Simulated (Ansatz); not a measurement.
## CoO in Ansatz: the effect of target pressure

Crystal: CoO.

```xyz
4
Lattice="3.1976 0.0000 0.0000 -1.5988 2.7692 0.0000 0.0000 0.0000 5.2287" Properties=species:S:1:pos:R:3 pbc="T T T"
Co    0.0000    1.8462    2.6319
Co    0.0000    0.0000    0.0182
O     0.0000    1.8462    4.5571
O     0.0000    0.0000    1.9430
```

Measurements of this composition are mostly on another form, of space group No. 225.

Alike in all runs:

* Program: Ansatz 0.2.0
* Task: relaxation of cell and atoms
* Functional: PBEsol
* Potentials or basis: Ansatz PAW
* Cutoff: 420 eV (not typed: the program's choice for these potentials)
* k mesh: 10 × 10 × 5
* Occupations: fermi-dirac, width 0.05 eV
* Spin: collinear spin, ferromagnetic start
* Starting moments: [2.0, 2.0, 0.0, 0.0] μB

Each run relaxes the cell or the atoms first.

| target pressure | relaxed volume (Å³/atom) |
| --- | --- |
| 0 GPa | 10.58 |
| 2 GPa | ? |
| 5 GPa | 9.15 |
| 10 GPa | 8.92 |

Task: What does the run with target pressure 2 GPa give?

Result: Relaxed volume 10.42 Å³/atom.

Worked out: The relaxed volume follows no smooth curve through the other rows.

Caveats: the plane-wave basis is chosen anew once the cell has moved, so the energies of steps on either side of that aren't comparable; the PAW data sets come from PBE, with cores solved anew for the run's functional, which leaves a small shift of forces and pressure; the starting moments weren't kept; the volume moved by over 15 % at a fixed basis, so the end points are rough (some runs).
